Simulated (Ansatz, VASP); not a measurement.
LiF in VASP and in Ansatz

```
Li F
1.0
     0.00000    1.99487    2.09462
     1.99487    0.00000    2.09462
     1.99487    1.99487    0.00000
Li F
1 1
Direct
  0.00000 0.00000 0.00000
  0.50000 0.50000 0.50000
```

Change from the starting cell: uniaxial_z strain +5.0%.

Alike in both runs: task single point; functional PBE; k mesh 10 × 10 × 10; occupations fermi-dirac, width 0.02 eV; no spin polarisation.

```csv
,VASP,Ansatz
version,VASP 6.6.1,Ansatz 0.2.0
potentials or method,"VASP PAW PBE potentials, release 64 (Li_sv, F)","plane waves, PAW"
plane-wave cutoff (eV),520,420
valence electrons in the cell,10,10
```

|  | VASP | Ansatz | Ansatz less VASP |
| --- | --- | --- | --- |
| gap on the k mesh at the Fermi level (eV) | 8.84 | 8.84 | 0.000 |

With one functional, cell and mesh, what is left measures potentials, basis and numerics.

 A k mesh can miss the band edges.
